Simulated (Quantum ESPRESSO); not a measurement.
# InP (F-43m) in Quantum ESPRESSO: notebook, part 3 of 3

Quantum ESPRESSO 7.5. Earlier steps stand in the parts before.

**4. Dielectric tensor, PBEsol, spin-orbit coupling, no magnetisation**

File pw.in:

```
&CONTROL
  calculation = 'scf'
  prefix = 'pwscf'
  outdir = './tmp'
  pseudo_dir = './pseudo'
  tprnfor = .true.
  tstress = .true.
  disk_io = 'low'
/
&SYSTEM
  ibrav = 0
  nat = 2
  ntyp = 2
  ecutwfc = 70
  nbnd = 30
  occupations = 'smearing'
  smearing = 'fd'
  degauss = 0.00367493
  noncolin = .true.
  lspinorb = .true.
/
&ELECTRONS
  conv_thr = 4d-10
  electron_maxstep = 120
  mixing_beta = 0.5
/
ATOMIC_SPECIES
In   114.8180 In.upf
P     30.9738 P.upf
CELL_PARAMETERS angstrom
   0.0000000000    2.9305000000    2.9305000000
   2.9305000000    0.0000000000    2.9305000000
   2.9305000000    2.9305000000    0.0000000000
ATOMIC_POSITIONS crystal
In     0.0000000000    0.0000000000    0.0000000000
P      0.7500000000    0.7500000000    0.7500000000
K_POINTS automatic
6 6 6 1 1 1
```

File scf2.in:

```
&CONTROL
  calculation = 'scf'
  prefix = 'pwscf'
  outdir = './tmp'
  pseudo_dir = './pseudo'
  tprnfor = .true.
  tstress = .true.
  disk_io = 'low'
/
&SYSTEM
  ibrav = 0
  nat = 2
  ntyp = 2
  ecutwfc = 70
  nbnd = 30
  occupations = 'fixed'
  noncolin = .true.
  lspinorb = .true.
/
&ELECTRONS
  conv_thr = 1d-13
  electron_maxstep = 120
  mixing_beta = 0.5
  startingpot = 'file'
  startingwfc = 'file'
/
ATOMIC_SPECIES
In   114.8180 In.upf
P     30.9738 P.upf
CELL_PARAMETERS angstrom
   0.0000000000    2.9305000000    2.9305000000
   2.9305000000    0.0000000000    2.9305000000
   2.9305000000    2.9305000000    0.0000000000
ATOMIC_POSITIONS crystal
In     0.0000000000    0.0000000000    0.0000000000
P      0.7500000000    0.7500000000    0.7500000000
K_POINTS automatic
6 6 6 1 1 1
```

File ph.in:

```
dielectric of InP
&INPUTPH
  prefix = 'pwscf'
  outdir = './tmp'
  tr2_ph = 1d-16
  fildyn = 'dyn'
  niter_ph = 60
  alpha_mix(1) = 0.7
  epsil = .true.
  trans = .false.
  zeu = .true.
/
0.0000000000 0.0000000000 0.0000000000
```

Potentials or basis: PseudoDojo 0.4 FR PBEsol standard.

Command:

```console
OMP_NUM_THREADS=1 pw.x -in pw.in > pw.out
OMP_NUM_THREADS=1 pw.x -in scf2.in > scf2.out
OMP_NUM_THREADS=1 ph.x -in ph.in > ph.out
```

pw.out:

```text
This program is part of the open-source Quantum ESPRESSO suite
     for quantum simulation of materials; please cite
         "P. Giannozzi et al., J. Phys.:Condens. Matter 21 395502 (2009);
         "P. Giannozzi et al., J. Phys.:Condens. Matter 29 465901 (2017);
         "P. Giannozzi et al., J. Chem. Phys. 152 154105 (2020);
     in publications or presentations arising from this work. More details at

     Message from routine setup:
     using ibrav=0 with symmetry is DISCOURAGED, use correct ibrav instead

     G-vector sticks info
     --------------------
     sticks:   dense  smooth     PW     G-vecs:    dense   smooth      PW
     Sum        1177    1177    361                26813    26813    4477

     Using Slab Decomposition

     bravais-lattice index     =            0
     lattice parameter (alat)  =       7.8317  a.u.
     unit-cell volume          =     339.6658 (a.u.)^3
     number of atoms/cell      =            2
     number of atomic types    =            2
     number of electrons       =        18.00
     number of Kohn-Sham states=           30
     kinetic-energy cutoff     =      70.0000  Ry
     charge density cutoff     =     280.0000  Ry
     scf convergence threshold =      4.0E-10
     mixing beta               =       0.5000
     number of iterations used =            8  plain     mixing
     Exchange-correlation= PBESOL
                           (   1   4  10   8   0   0   0)
     Non magnetic calculation with spin-orbit

     celldm(1)=   7.831692  celldm(2)=   0.000000  celldm(3)=   0.000000
     celldm(4)=   0.000000  celldm(5)=   0.000000  celldm(6)=   0.000000

     crystal axes: (cart. coord. in units of alat)
               a(1) = (   0.000000   0.707107   0.707107 )
               a(2) = (   0.707107   0.000000   0.707107 )
               a(3) = (   0.707107   0.707107   0.000000 )

     reciprocal axes: (cart. coord. in units 2 pi/alat)
               b(1) = ( -0.707107  0.707107  0.707107 )
               b(2) = (  0.707107 -0.707107  0.707107 )
               b(3) = (  0.707107  0.707107 -0.707107 )

     PseudoPot. # 1 for In read from file:
     In.upf
     Pseudo is Norm-conserving + core correction, Zval = 13.0
     Generated using ONCVPSP code by D. R. Hamann
     Using radial grid of 1986 points, 10 beta functions with:
                l(1) =   0
                l(2) =   0
[... 66 lines left out ...]
        k(   28) = (  -0.2946278  -0.2946278   0.8838835), wk =   0.0277778

     Dense  grid:    26813 G-vectors     FFT dimensions: (  45,  45,  45)

     Initial potential from superposition of free atoms

     starting charge      17.9963, renormalised to      18.0000
     Starting wfcs are   26 randomized atomic wfcs +    4 random wfcs

     Self-consistent Calculation

     iteration #  1     ecut=    70.00 Ry     beta= 0.50
     Davidson diagonalization with overlap
     ethr =  1.00E-02,  avg # of iterations =  4.8

     Threshold (ethr) on eigenvalues was too large:
     Diagonalizing with lowered threshold

     Davidson diagonalization with overlap
     ethr =  5.37E-04,  avg # of iterations =  1.8

     total energy              =    -146.38442339 Ry
     estimated scf accuracy    <       0.09453063 Ry
[... 19 lines left out ...]
     total energy              =    -146.40496386 Ry
     estimated scf accuracy    <       0.00002104 Ry

     iteration #  5     ecut=    70.00 Ry     beta= 0.50
     Davidson diagonalization with overlap
     c_bands:  2 eigenvalues not converged
     ethr =  1.17E-07,  avg # of iterations =  5.5

     total energy              =    -146.40497451 Ry
     estimated scf accuracy    <       0.00000068 Ry

     iteration #  6     ecut=    70.00 Ry     beta= 0.50
     Davidson diagonalization with overlap
     ethr =  3.79E-09,  avg # of iterations =  3.4
[... 18 lines left out ...]
     iteration #  9     ecut=    70.00 Ry     beta= 0.50
     Davidson diagonalization with overlap
     ethr =  9.76E-12,  avg # of iterations =  2.3

     End of self-consistent calculation

          k = 0.0589 0.0589 0.0589 (  3380 PWs)   bands (ev):

    -7.6081  -7.6075  -7.6075  -7.6030  -6.8234  -6.8234  -6.7218  -6.7218
    -6.7185  -6.7122  -4.4235  -4.4235   6.0963   6.0963   6.9138   6.9138
     6.9821   6.9903   8.3416   8.3416  10.8662  10.8662  11.2542  11.2542
    11.3378  11.3391  16.0176  16.0356  16.0369  16.0563
[... 101 lines left out ...]
    -7.6760  -7.6507  -7.5650  -7.5588  -6.8753  -6.8278  -6.7171  -6.7093
    -6.6843  -6.6709  -2.1659  -2.1656   1.3496   1.3520   4.4559   4.5213
     4.7633   4.7743   8.8539   8.8789   9.4975   9.5099  15.3998  15.4335
    15.8834  15.8929  16.5264  16.6090  17.9069  17.9120

          k =-0.5303 0.1768-0.0589 (  3361 PWs)   bands (ev):

    -7.6761  -7.6304  -7.5731  -7.5607  -6.8940  -6.8019  -6.7245  -6.7167
    -6.6953  -6.6787  -2.5520  -2.5467   1.8719   1.8785   4.3221   4.4210
     4.9481   5.0284   9.6311   9.6784  10.5288  10.5582  12.9495  13.0922
    14.6876  14.8339  15.9601  16.0266  18.2653  18.3414
[... 73 lines left out ...]
    -7.6650  -7.6214  -7.5839  -7.5704  -6.8869  -6.7796  -6.7655  -6.7391
    -6.6801  -6.6770  -2.5864  -2.5797   1.4132   1.4213   4.6247   4.6998
     5.7692   5.7803   9.5751   9.5932  11.4062  11.4367  12.5012  12.5069
    14.0025  14.0730  16.2242  16.3987  16.6600  16.6950

     the Fermi energy is     7.6685 ev

!    total energy              =    -146.40497478 Ry
     estimated scf accuracy    <          4.0E-10 Ry
     smearing contrib. (-TS)   =      -0.00000000 Ry
     internal energy E=F+TS    =    -146.40497478 Ry

     The total energy is F=E-TS. E is the sum of the following terms:
     one-electron contribution =     -49.66728606 Ry
     hartree contribution      =      36.70230910 Ry
     xc contribution           =     -43.71959362 Ry
     ewald contribution        =     -89.72040420 Ry

     convergence has been achieved in   9 iterations

     Forces acting on atoms (cartesian axes, Ry/au):

     atom    1 type  1   force =     0.00000000   -0.00000000   -0.00000000
     atom    2 type  2   force =    -0.00000000   -0.00000000    0.00000000

     Total force =     0.000000     Total SCF correction =     0.000000

     Computing stress (Cartesian axis) and pressure

          total   stress  (Ry/bohr**3)                   (kbar)     P=        6.95
   0.00004724   0.00000000   0.00000000            6.95        0.00        0.00
   0.00000000   0.00004724   0.00000000            0.00        6.95        0.00
   0.00000000   0.00000000   0.00004724            0.00        0.00        6.95

=------------------------------------------------------------------------------=
   JOB DONE.
=------------------------------------------------------------------------------=
```

scf2.out:

```text
This program is part of the open-source Quantum ESPRESSO suite
     for quantum simulation of materials; please cite
         "P. Giannozzi et al., J. Phys.:Condens. Matter 21 395502 (2009);
         "P. Giannozzi et al., J. Phys.:Condens. Matter 29 465901 (2017);
         "P. Giannozzi et al., J. Chem. Phys. 152 154105 (2020);
[... 370 lines left out ...]
  -0.00000000   0.00004697   0.00000000           -0.00        6.91        0.00
   0.00000000   0.00000000   0.00004697            0.00        0.00        6.91

=------------------------------------------------------------------------------=
   JOB DONE.
=------------------------------------------------------------------------------=
```

It took 23 min on 1 thread of Arm Neoverse V1, shared host; peak memory 0.19 GiB.

What came out:

| Property | Result |
| --- | --- |
| Free energy | -1991.9412 eV |
| Pressure | 0.7 GPa |
| Electronic dielectric tensor (diagonal) | 11.43 |
| Born charges (mean of the diagonal) | In +2.51; P -2.52 e |

Electronic dielectric tensor:
```
11.43  0.00  0.00
 0.00 11.43  0.00
 0.00  0.00 11.43
```

Born effective charge tensors (e):
atom 1, In
```
2.51 0.00 0.00
0.00 2.51 0.00
0.00 0.00 2.51
```
atom 2, P
```
-2.52  0.00  0.00
 0.00 -2.52  0.00
 0.00  0.00 -2.52
```

Caveat: the shifted mesh misses Γ, where the gap is smaller or closed, so treating the crystal as an insulator may be wrong and the dielectric response too small.

**5. Summary**

| task | level | potentials or basis | spin | cell | k mesh | cutoff (eV) | form of the LDA correlation | pressure (GPa) |
| --- | --- | --- | --- | --- | --- | --- | --- | --- |
| phonons and Raman activities | PBEsol | PseudoDojo 0.4.1 SR PBEsol standard | off | relaxed | 4 × 4 × 4, shifted | 952 | - | 0.0 |
| phonons | LDA | GBRV 1.5 LDA | off | relaxed | 8 × 8 × 8, shifted | 612 | PZ81 | -0.1 |
| dielectric tensor | PBEsol | PseudoDojo 0.4 FR PBEsol standard | SOC, no magnetisation | as given | 6 × 6 × 6, shifted | 952 | - | 0.7 |

Alike in all rows: smearing fermi-dirac 0.05 eV.

Caveats: the shifted mesh misses Γ, where the gap is smaller or closed, so treating the crystal as an insulator may be wrong and the dielectric response too small (some runs).

Total energies depend on the potentials used, so only differences within one code and one set of settings carry meaning.

**6. Against experiment**

Step 2. Against the measured high-frequency dielectric constant of InP, 9.61 (300 K; a printed reference work, textbook), the calculated 12.20 is off by +26.9 %.

Step 3. Against the measured high-frequency dielectric constant of InP, 9.61 (300 K; a printed reference work, textbook), the calculated 11.51 is off by +19.8 %.

Step 4. Measured high-frequency dielectric constant of InP: 9.61 (300 K; a printed reference work, textbook). This calculation gives 11.43 (+19.0 %).
